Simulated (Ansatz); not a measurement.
**ZnS in Ansatz, single run**

Input:

```yaml
crystal:
  lattice:
    - [1.937019, 3.355014, 0.0]
    - [-1.937019, 3.355014, 0.0]
    - [0.0, 0.0, 12.656138]
  atoms:
    - { symbol: Zn, position: [0.0, 0.0, 0.0] }
    - { symbol: Zn, position: [0.0, 0.0, 0.5] }
    - { symbol: Zn, position: [0.33333, 0.33334, 0.25] }
    - { symbol: Zn, position: [0.66666, 0.66667, 0.75] }
    - { symbol: S, position: [0.0, 0.0, 0.1875] }
    - { symbol: S, position: [0.0, 0.0, 0.6875] }
    - { symbol: S, position: [0.33333, 0.33334, 0.4375] }
    - { symbol: S, position: [0.66666, 0.66667, 0.9375] }
  symmetry: { tolerance: 0.0003 }
kpoints:
  mp_grid: { grid: [8, 8, 3], shift: [0, 0, 0] }
magnetization:
  spin_polarized: false
scf:
  occupations: { method: methfessel_paxton, width: 0.0493 }
  n_extra_bands: 2
hamiltonian:
  pseudopotentials: { kind: paw }
  xc: pbesol
basis:
  ecutwfc: 420
output:
  forces: true
  stress: true
  eigenvalues: true
  write_density: true
  write_potential: true
  elf: true
  volumetric_format: npy
```

Launch command:

```bash
ansatz run input.yaml --threads 1 --pin off --max-ram 2560MiB --backend cpu --events-out ev --progress --plain --runs-dir out
```

Origin of the cell: a database entry, scaled a little.

Output (shortened):

```
Warning: the atoms were moved onto the symmetric positions of the space group found under crystal.symmetry.tolerance 3.0e-4 (fractional; no operation is sought that the atoms, as they stand i […]
scf.n_extra_bands = 2 over 36 filled bands (N_el = 72.0): the run solves 38 bands
Pseudopotentials: kind: paw
Pseudopotential: Zn, paw, valence charge 12, recommended cutoff 420 eV (normal), Zn.paw.azcp
Pseudopotential: S, paw, valence charge 6, recommended cutoff 420 eV (normal), S.paw.azcp
Functional definition: PBEsol
  exchange = pbesol_x
  correlation = pbesol_c
Crystal: 8 atoms, lattice volume = 164.498 Å³
Basis set: ecut = 420 eV, 3235 PW (Γ), exchange–correlation on 54×54×180 points (8 copies of the dense FFT grid, shifted against one another)
Bands: 38, of which v1, the nominal top of the filled ones, is band 36 counted from 1 (35 counted from 0)
Symmetry: 12 space group operations
Space group: P63mc (ITA 186), of the structure as read, at distance tolerance 1.6e-3 Å
k-points: 20 of 192 (time reversal used)
[… 6 lines left out …]
Initial density: superposition of atomic densities (neutral atoms: chi_scale 0, normalization atom), corrected by the library's trained network
Functional: x = pbesol(κ = 0.804, μ = 0.123457), c = pbesol(β = 0.046)
SCF iter   1: F=—  HF=-16669.605125 eV  Δρ=5.40e-3  dr2=6.00e-2
SCF iter   2: F=—  HF=-16669.591072 eV  S|Δr|=    0.00e0  Δρ=2.02e-3  dr2=1.21e-2
SCF iter   3: F=—  HF=-16669.588864 eV  S|Δr|=    0.00e0  Δρ=1.45e-3  dr2=2.45e-3
SCF iter   4: F=—  HF=-16669.587937 eV  S|Δr|=    0.00e0  Δρ=4.13e-4  dr2=3.29e-4
SCF iter   5: F=—  HF=-16669.588117 eV  S|Δr|=    0.00e0  Δρ=8.95e-5  dr2=1.47e-5
SCF iter   6: F=—  HF=-16669.588103 eV  S|Δr|=    0.00e0  Δρ=3.08e-5  dr2=1.64e-6
SCF iter   7: F=—  HF=-16669.588106 eV  S|Δr|=    0.00e0  Δρ=1.48e-5  dr2=2.43e-7
SCF iter   8: F=—  HF=-16669.588106 eV  S|Δr|=    0.00e0  Δρ=9.70e-6  dr2=1.03e-7
SCF iter   9: F=-16669.588106 eV  HF=-16669.588106 eV  S|Δr|=    0.00e0  Δρ=3.82e-6  dr2=1.76e-8
SCF 1 converged in 9 iterations: F = -16669.588106 eV  dr2 = 1.76e-8
SCF converged after 9 iterations
Stability not checked: this state was not tested for a lower state beside it, because cold or Methfessel-Paxton smearing, or corrected tetrahedra, fill the levels in a way that the test cannot read (fill_not_monotonic; […]
Free energy (F): -16669.588106 eV
Harris-Foulkes:  -16669.588106 eV  (|F-HF|=7.89e-9)
Internal energy: -16669.588106 eV  (E = F + TS)
E sigma→0 (E₀):  -16669.588106 eV
Fermi energy:    6.084268 eV
--- Per-component energies (eV) ---
  E_band       = -17.314234
  E_kinetic    = 947.516133
  E_local      = -8280.972969  (includes V_loc(G=0)·N_el)
  E_nonlocal   = 2577.861433
  E_hartree    = 3451.870250
  E_xc         = -924.299518
  E_vxc        = -555.836044  (∫ρ·V_xc dr)
  E_paw        = -9503.316462  (= ΣΔE_a)
  E_vpaw       = -1609.624107  (= ΣTr[D̂ρ^β])
  E_aug_tail   = -0.001377  (compensation charges beyond the density's cutoff)
  E_ewald      = -4941.682812
  E_core_change = 3.437217  (= ΣΔE_core)
  E_smearing   = 0.000000  (= −TS)
  Σ components = -16669.588106   (vs F -16669.588106, Δ=0.00e0)
--- Forces (eV/Å), atoms counted from 1 ---
  atom   1  Zn    -0.000000     0.000000    -0.000136
  atom   2  Zn     0.000000     0.000000    -0.000136
  atom   3  Zn     0.000000     0.000000    -0.008554
  atom   4  Zn     0.000000     0.000000    -0.008554
  atom   5  S      0.000000    -0.000000    -0.020773
  atom   6  S      0.000000     0.000000    -0.020773
  atom   7  S      0.000000    -0.000000     0.029469
  atom   8  S     -0.000000     0.000000     0.029469
  max |Σ_I F_I| component: 9.90e-6 eV/Å
--- Stress (GPa, compression-positive) ---
       -4.632255      -0.000000      -0.000000
       -0.000000      -4.632255      -0.000000
       -0.000000      -0.000000      -4.485996
  P = ⅓ Tr σ = -4.5835 GPa (-45.835 kbar)
```

The run took 18 s on 1 thread of Arm Neoverse V2, with other jobs on the host, peak memory 0.39 GiB, from the program's own first density.
